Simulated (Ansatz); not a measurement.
TiAl in Ansatz: the effect of functional

The system is TiAl.

```xyz
2
Lattice="2.8285 0.0000 0.0000 -1.4143 2.4496 0.0000 0.0000 0.0000 4.6149" Properties=species:S:1:pos:R:3 pbc="T T T"
Ti    0.0000    0.0000    0.0000
Al    0.0000    1.6330    2.3074
```

The cell comes from a database or a generator and needn't be the stable form of this composition.

The cell isn't the ideal one: volume scaled by 0.96.

Alike in all runs:

| Item | Value |
| --- | --- |
| Program | Ansatz 0.2.0 |
| Task | single point |
| Potentials or basis | Ansatz PAW |
| k mesh | 11 × 11 × 6 |
| Occupations | fermi-dirac, width 0.05 eV |
| Spin | no spin polarisation |

```tsv
functional	cutoff	pressure (GPa)
LDA	420 eV (not typed: the program's choice for these potentials)	-2.0
PBEsol	420 eV (not typed: the program's choice for these potentials)	?
r2SCAN	500 eV (not typed: the program's choice for these potentials)	3.8
```

Q: What does the run with functional PBEsol give?

A: Pressure 1.6 GPa.

Caveats: the PAW data sets come from PBE, with cores solved anew for the run's functional, which leaves a small shift of forces and pressure.
